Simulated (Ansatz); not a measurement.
# Bi (R-3m) in Ansatz: notebook

The runs below take Bi through band structure, single point, equation of state, with HSE06.

All numbers are computed with Ansatz 0.2.0; they aren't measurements. Logs are shortened: lines on timing, memory, paths and dates and some standing lists are left out, and cuts for length are marked.

## (1) The crystal as given

The structure is trigonal, space group R-3m (No. 166). The conventional cell has a = 4.535 Å, b = 4.535 Å, c = 11.814 Å, α = 90.00°, β = 90.00°, γ = 120.00°. Bi (site symmetry 3m) is surrounded by 6 Bi at 3.06 to 3.52 Å.

## (2) Band structure, HSE06

input

```
crystal:
  lattice:
    - [2.2675, 1.3091417354, 3.938]
    - [-2.2675, 1.3091417354, 3.938]
    - [0.0, -2.6182834708, 3.938]
  atoms:
    - { symbol: Bi, position: [0.766, 0.766, 0.766] }
    - { symbol: Bi, position: [0.234, 0.234, 0.234] }
hamiltonian:
  xc: hse06
  pseudopotentials: { kind: paw }
kpoints:
  mp_grid: { grid: [6, 6, 6] }
  band_path:
    path:
      - [[0.0, 0.0, 0.0], [0.5, 0.0, 0.0], [0.5, 0.2403434496, -0.2403434496]]
      - [[0.7596565504, 0.5, 0.2403434496], [0.5, 0.5, 0.5], [0.0, 0.0, 0.0], [0.3701717248, 0.0, -0.3701717248]]
      - [[0.6298282752, 0.3701717248, 0.0], [0.5, 0.5, 0.0], [0.6298282752, 0.6298282752, 0.2403434496], [0.5, 0.5, 0.5]]
      - [[0.5, 0.0, 0.0], [0.7596565504, 0.3701717248, 0.3701717248]]
    npoints: 4
scf:
  occupations: { method: fermi_dirac, width: 0.05 }
  n_extra_bands: 6
output:
  forces: true
  stress: true
  eigenvalues: true
  fatbands: false
```

Potentials or basis: Ansatz PAW.

Log:

```text
Warning: output.stress: scf.convergence.dr2_threshold = 1e-7 eV (the SCF's general default) is looser than the 2e-10 eV advised for a printed stress (1e-10 eV for each atom of the cell: 2). What an SCF threshold leaves in a stress goes as its square root, and in the free energy as the threshold itself, and one threshold admits the most on a small cell: of the crystals measured, under no hybrid functional and no lock of the moments, on runs that ended without the residual-converged pass, on stresses that held no estimate of that error, the worst erred by over 100 MPa in a component at 1e-7 eV an atom and by under 5 at 1e-10. Set scf.convergence.dr2_threshold to 2e-10 eV or tighter. The threshold is an SCF's pass mark: one that does not reach it within its budget of iterations ends unconverged, or closes short of it on a stop that the run arms, and scf.convergence.dr2_threshold's page says what that costs each kind of run
Warning: output.stress: scf.exx.energy_threshold = 1e-6 eV is looser than the 2e-8 eV advised for a stress under a hybrid functional (1e-8 eV for each atom of the cell: 2). Every SCF of the exchange loop can meet its threshold on dr2 while the loop round them stops early: no threshold on dr2 bounds what that leaves in the stress. Set scf.exx.energy_threshold to 2e-8 eV or tighter. The threshold is the loop's pass mark: a loop that does not reach it within its budget of cycles ends unconverged, and scf.exx.energy_threshold's page has the law
scf.n_extra_bands = 6 over 15 filled bands (N_el = 30.0): the run solves 21 bands
GPUs: using 1 of 1 available (devices: 1).
Engine: ansatz 0.2.0, x86_64-unknown-linux-gnu
Pseudopotentials: kind: paw
Pseudopotential: Bi, paw, valence charge 15, recommended cutoff 420 eV (normal), Bi.paw.azcp
Functional definition: HSE06
  parameter a = 0.25
  parameter omega = 0.11/bohr
  exchange = pbe_x - a*pbe_x_sr(omega) + a*exact_x_sr(omega)
  correlation = pbe_c
device memory: the entry about to start is reckoned to put 0.8 GiB on a device that reports 60.0 GiB free (of which the cap on the GPU budget leaves the run 18.0 GiB)
GPU FFT provider: cuFFT
GPU libraries: cuBLAS 13.8.2, cuFFT 12.4.0, cuSOLVER 12.3.4
Crystal: 2 atoms, lattice volume = 70.139 Å³
Basis set: ecut = 420 eV, 1369 PW (Γ), exchange–correlation on 64×64×64 points (8 copies of the dense FFT grid, shifted against one another)
Bands: 21, of which v1, the nominal top of the filled ones, is band 15 counted from 1 (14 counted from 0)
Symmetry: 12 space group operations
Space group: R-3m (ITA 166), of the structure as read, at distance tolerance 4.1e-5 Å
k-points: 32 of 216
Non-local potential: Bi, projectors of the file, l = 0: 2, l = 1: 2, l = 2: 2, l = 3: 2
PAW form: soft (Blöchl's): semilocal exchange-correlation on the pseudo side does not see the compensation charge
PAW frozen core: Bi, regenerated for the run's functional, and the local potential with it (the file was generated under x = pbe(κ = 0.804, μ = 0.2195149727645171), c = pbe(β = 0.06672455060314922))
PAW one-centre angular grid: Bi, 590 points (default); XC on 64 Gauss nodes
Initial density: superposition of atomic densities (neutral atoms: chi_scale 0, normalization atom), corrected by the library's trained network
Initial wavefunctions: pseudopotential atomic-orbital guess
GPU buffer pool allocated for 32768 grid points (all kernels)
GPU transforms: local potential and band sums: pruned to the plane-wave sphere, on 32×32×32
Functional: x = pbe(κ = 0.804, μ = 0.2195149727645171), c = pbe(β = 0.06672455060314922), warm-up for x = pbe(κ = 0.804, μ = 0.2195149727645171) + 0.25 (exact − pbe) at short range (hse, ω = 0.20786987370883472 Å⁻¹), c = pbe(β = 0.06672455060314922); HSE06 as pw.x's `hse` composes it (authors' and Libxc's form: `xc: wpbeh`)
SCF iter   1: F=—  HF=-24793.103176 eV  |F-HF|=—  |Δ(HF+E_count)|=         —  Δρ=9.64e-4  dr2=5.78e-4  ethr=1.77e-3  ⟨swp⟩=14.5  Hψ=3431  notcnv=0
preconditioner: auto → none  [insulator: Δε(μ)=0.638 eV  Ē_g=21.906 eV  σ=0.050 eV  W_gap=0.71  n_scr=14 (ndim 8)  ℏωp=24.3 eV  f_vac=0.003  D(μ)=0.43/eV (n_scr^D=0)]
SCF iter   2: F=—  HF=-24793.104614 eV  |F-HF|=—  |Δ(HF+E_count)|=   1.44e-3  Δρ=4.48e-4  dr2=1.16e-4  ethr=1.93e-6  ⟨swp⟩=5.2  Hψ=2465  notcnv=0  defer=8
SCF iter   3: F=—  HF=-24793.104712 eV  |F-HF|=—  |Δ(HF+E_count)|=   9.80e-5  Δρ=1.69e-4  dr2=2.04e-5  ethr=3.88e-7  ⟨swp⟩=3.4  Hψ=1328  notcnv=0  defer=2
iter 4 solved again at ethr=1.74e-9 eV; its pass at ethr=6.79e-8 eV (dr2=5.22e-7 eV) is discarded
SCF iter   4: F=—  HF=-24793.104720 eV  |F-HF|=—  |Δ(HF+E_count)|=   7.57e-6  Δρ=3.39e-5  dr2=5.19e-7  ethr=1.74e-9  ⟨swp⟩=3.5  Hψ=2890  notcnv=0  defer=1
SCF iter   5: F=—  HF=-24793.104720 eV  |F-HF|=—  |Δ(HF+E_count)|=   3.17e-7  Δρ=5.81e-6  dr2=4.68e-8  ethr=1.73e-9  ⟨swp⟩=3.2  Hψ=1365  notcnv=0  defer=1
SCF iter   6: F=—  HF=-24793.104720 eV  |F-HF|=—  |Δ(HF+E_count)|=   1.12e-8  Δρ=1.90e-6  dr2=3.53e-9  ethr=1.56e-10  ⟨swp⟩=3.1  Hψ=1528  notcnv=0  defer=1
SCF iter   7: F=-24793.104720 eV  HF=-24793.104720 eV  |F-HF|=6.18e-11  |Δ(HF+E_count)|=  8.37e-10  Δρ=4.17e-7  dr2=1.24e-10  ethr=1.18e-11  ⟨swp⟩=3.8  Hψ=1501  notcnv=0  defer=1
SCF 1 converged in 7 iterations: F = -24793.104720 eV  dr2 = 1.24e-10
device memory: the entry about to start is reckoned to put 1.3 GiB (of the 1.4 GiB reckoned in all, the device holds 0.1 GiB already) on a device that reports 59.2 GiB free (of which the cap on the GPU budget leaves the run 17.9 GiB)
GPU FFT provider: cuFFT
GPU libraries: cuBLAS 13.8.2, cuFFT 12.4.0, cuSOLVER 12.3.4
[... 12 lines left out ...]
SCF iter   4: F=—  HF=-24800.625184 eV  |F-HF|=—  |Δ(HF+E_count)|=   1.33e-5  Δρ=1.64e-4  dr2=2.65e-5  ethr=7.65e-7  ⟨swp⟩=2.8  Hψ=1209  notcnv=0
SCF iter   5: F=—  HF=-24800.625303 eV  |F-HF|=—  |Δ(HF+E_count)|=   1.19e-4  Δρ=8.63e-5  dr2=4.30e-6  ethr=2.76e-8  ⟨swp⟩=4.7  Hψ=2162  notcnv=0  defer=1
SCF iter   6: F=-24800.625303 eV  HF=-24800.625303 eV  |F-HF|=3.94e-8  |Δ(HF+E_count)|=   1.86e-7  Δρ=1.55e-5  dr2=1.13e-6  ethr=1.10e-8  ⟨swp⟩=3.0  Hψ=1351  notcnv=0
SCF 2 stopped early in 6 iterations: F = -24800.625303 eV  dr2 = 1.13e-6
  Residual-converged pass: ⟨swp⟩=4.1  Hψ=1998  notcnv=0  max |occ|·‖R‖ = 6.3e-6 eV (tolerance 6.7e-6 eV)  dr2=1.15e-6  dr2_onsite=3.14e-8  max |Δocc| = 2.9e-9
hybrid outer 1: dexx = +5.861e-3 eV, tail = 1.64e-5 eV
GPU FFT provider: cuFFT
GPU libraries: cuBLAS 13.8.2, cuFFT 12.4.0, cuSOLVER 12.3.4
GPU buffer pool allocated for 32768 grid points (all kernels)
GPU transforms: local potential and band sums: pruned to the plane-wave sphere, on 32×32×32
Exchange kernel: α = 0.2500, screened, ω = 0.2079 Å⁻¹, Wigner–Seitz truncation, v(0) = 1046.9046 eV·Å³, q-mesh 6×6×6, nearest image of the exchange supercell L = 27.21 Å, pair-density grid 18×18×18, without the augmentation charges, whose exchange is taken in its separable form by FFT convolution over the k-point mesh (sized by the pseudopotential files, 25×27×27 at the most), smooth part of the exact exchange by density-matrix convolution in up to 4.29 GiB of GPU memory as planned if the GPU has room (build and FFT work areas not counted)
Frozen-core exchange: fock
SCF iter   1: F=—  HF=-24800.625198 eV  |F-HF|=—  |Δ(HF+E_count)|=         —  Δρ=2.37e-5  dr2=4.34e-7  ethr=2.73e-7  ⟨swp⟩=4.7  Hψ=1539  notcnv=0
preconditioner: auto → none  [insulator: Δε(μ)=0.746 eV  Ē_g=11.431 eV  σ=0.050 eV  W_gap=0.69  n_scr=14 (ndim 8)  ℏωp=13.9 eV  f_vac=0.001  D(μ)=0.42/eV (n_scr^D=0)]
SCF iter   2: F=—  HF=-24800.625198 eV  |F-HF|=—  |Δ(HF+E_count)|=   8.33e-7  Δρ=1.42e-5  dr2=1.05e-7  ethr=1.21e-9  ⟨swp⟩=4.8  Hψ=1874  notcnv=0  defer=2
SCF iter   3: F=—  HF=-24800.625198 eV  |F-HF|=—  |Δ(HF+E_count)|=   8.22e-9  Δρ=5.45e-6  dr2=9.71e-9  ethr=2.77e-10  ⟨swp⟩=3.7  Hψ=1409  notcnv=0  defer=18
SCF iter   4: F=—  HF=-24800.625198 eV  |F-HF|=—  |Δ(HF+E_count)|=   3.50e-8  Δρ=1.26e-6  dr2=1.99e-9  ethr=2.15e-11  ⟨swp⟩=5.8  Hψ=2262  notcnv=0  defer=11
SCF iter   5: F=—  HF=-24800.625198 eV  |F-HF|=—  |Δ(HF+E_count)|=  3.93e-10  Δρ=6.42e-7  dr2=6.74e-10  ethr=6.01e-12  ⟨swp⟩=3.7  Hψ=1668  notcnv=0  defer=1
SCF iter   6: F=-24800.625198 eV  HF=-24800.625198 eV  |F-HF|=3.64e-12  |Δ(HF+E_count)|=  1.75e-10  Δρ=8.88e-8  dr2=1.22e-10  ethr=1.62e-12  ⟨swp⟩=3.0  Hψ=1592  notcnv=0
SCF 3 converged in 6 iterations: F = -24800.625198 eV  dr2 = 1.22e-10
  Residual-converged pass: ⟨swp⟩=3.5  Hψ=1621  notcnv=0  max |occ|·‖R‖ = 2.7e-7 eV (tolerance 2.7e-7 eV)  dr2=1.22e-10  dr2_onsite=9.13e-13  max |Δocc| = 3.8e-13
hybrid outer 2: dexx = +4.808e-7 eV, tail = 4.87e-9 eV, Δε = 1.56e-3 eV (about 3.33e-5 eV left of the loop's levels), ΔF = 6.78e-3 eV/Å (tail 6.69e-4)
device memory: the entry about to start is reckoned to put 0.5 GiB on a device that reports 78.0 GiB free (of which the cap on the GPU budget leaves the run 18.0 GiB)
NSCF: frozen V_eff on 40 k-points, pencils in batches of 32, up to order 96
hybrid SCF converged: 2 outer / 12 inner (+7 warm-up), last move |dexx| = 4.81e-7 eV, tail = 4.87e-9 eV
Stability not checked: this state was not tested for a lower state beside it, because the functional holds exact exchange (a hybrid, or Hartree-Fock), whose exchange loop this test does not read (fock_operator; see scf.lower_state_search)
Free energy (F): -24800.625198 eV
Frozen-core exchange: fock
Harris-Foulkes:  -24800.625198 eV  (|F-HF|=3.64e-12)
Internal energy: -24800.621843 eV  (E = F + TS)
E sigma→0 (E₀):  -24800.623521 eV
Entropy (-TS):   -0.003355 eV (-1.678 meV/atom)
Fermi energy:    9.549396 eV
--- Per-component energies (eV) ---
  E_band       = -268.817404
  E_kinetic    = 602.513280
  E_local      = -3110.036301  (includes V_loc(G=0)·N_el)
  E_nonlocal   = 1121.852301
  E_hartree    = 1016.011666
  E_xc         = -242.333920
  E_vxc        = -229.553434  (∫ρ·V_xc dr)
  E_exx        = -69.827867  (= α·E_x^exact, valence–valence)
  E_paw        = -21325.571762  (= ΣΔE_a)
  E_vpaw       = -545.960075  (= ΣTr[D̂ρ^β])
  E_aug_tail   = -0.000867  (compensation charges beyond the density's cutoff)
  E_ewald      = -2793.531276
  E_core_change = 0.302903  (= ΣΔE_core)
  E_smearing   = -0.003355  (= −TS)
  E_closure    = 0.000000  (closes the sum)
  Σ components = -24800.625198   (vs F -24800.625198, Δ=0.00e0)
--- Forces (eV/Å), atoms counted from 1 ---
  atom   1  Bi    -0.00000000    -0.00000000     0.12142998
  atom   2  Bi     0.00000000     0.00000000    -0.12142998
  max |Σ_I F_I| component: 3.70e-17 eV/Å
--- Stress (GPa, compression-positive) ---
        0.208493       0.000000      -0.000000
        0.000000       0.208493      -0.000000
       -0.000000      -0.000000       0.876185
  P = ⅓ Tr σ = 0.4311 GPa (4.311 kbar)
--- Band table (eV; the first three rows and the last of 32) ---
  k-point 0: bands = ["-15.4365", "-15.4365", "-15.2705", "-15.2705", "-15.2497", "-15.0654", "-15.0548", "-15.0548", "-14.9307", "-14.9307", "-4.8561", "1.7192", "7.8895", "8.1706", "8.1706", "12.4988", "13.0335", "13.0335", "15.7431", "15.8555", "15.8555"]
  k-point 1: bands = ["-15.4156", "-15.4093", "-15.2612", "-15.2537", "-15.2351", "-15.0810", "-15.0691", "-15.0630", "-14.9599", "-14.9530", "-4.5618", "1.0073", "7.9763", "8.1496", "8.2720", "11.7849", "12.1849", "12.3827", "15.0646", "15.7150", "16.2138"]
  k-point 2: bands = ["-15.3653", "-15.3355", "-15.2422", "-15.2103", "-15.1937", "-15.1312", "-15.1082", "-15.0805", "-15.0300", "-15.0056", "-3.7073", "-0.5618", "8.0071", "8.1564", "8.7292", "10.3308", "11.0196", "11.3180", "15.9848", "17.0448", "17.7020"]
  k-point 31: bands = ["-15.3397", "-15.3397", "-15.2316", "-15.2316", "-15.2058", "-15.1059", "-15.0851", "-15.0851", "-15.0397", "-15.0397", "-3.4415", "-1.2476", "8.7714", "8.8353", "8.8353", "10.4569", "10.4588", "10.4588", "17.2412", "19.3727", "19.3727"]
```

Wall time 1.7 min (1 × NVIDIA H100 80GB HBM3 with 2 threads of AMD EPYC 7R13 (Zen 3), shared host); peak memory 2.3 GiB.

What came out:

| Quantity | Value |
| --- | --- |
| Free energy | -24800.6252 eV |
| Pressure | 0.4 GPa |
| Largest force | 0.121 eV/Å |
| Band gap on the k mesh | none (metal or under the smearing width) |

Forces in eV/Å, atoms in the order of the input:
```
Bi   0.000  0.000  0.121
Bi   0.000  0.000 -0.121
```

Levels at the corners of the path, in eV from the Fermi level:
```csv
point,band 12,band 13,band 14,band 15,band 16,band 17,band 18,band 19
Γ,-7.83,-1.66,-1.38,-1.38,2.95,3.48,3.48,6.19
L,-11.48,-1.48,-1.36,-0.23,-0.07,0.76,1.30,8.19
B1,-11.08,-4.60,-4.50,-0.47,1.08,5.57,5.60,6.80
B,-11.08,-4.60,-4.50,-0.47,1.08,5.57,5.60,6.80
Z,-10.80,-0.78,-0.71,-0.71,0.91,0.91,0.91,7.69
Γ,-7.83,-1.66,-1.38,-1.38,2.95,3.48,3.48,6.19
X,-11.12,-4.93,-2.76,-2.75,3.50,3.59,5.18,6.72
Q,-11.12,-4.93,-2.76,-2.75,3.50,3.59,5.18,6.72
F,-10.19,-5.27,-3.40,-3.27,2.69,5.67,6.15,7.69
P1,-10.76,-5.00,-2.76,-2.62,3.20,4.03,5.15,6.79
Z,-10.80,-0.78,-0.71,-0.71,0.91,0.91,0.91,7.69
L,-11.48,-1.48,-1.36,-0.23,-0.07,0.76,1.30,8.19
P,-10.76,-5.00,-2.76,-2.62,3.20,4.03,5.15,6.79
```

Caveat: spin-orbit coupling is left out, which moves the levels of the heavy elements; the PAW data sets come from PBE, with cores solved anew for the run's functional, which leaves a small shift of forces and pressure; the thresholds are loose for stress.

[end of part 1 of 2]
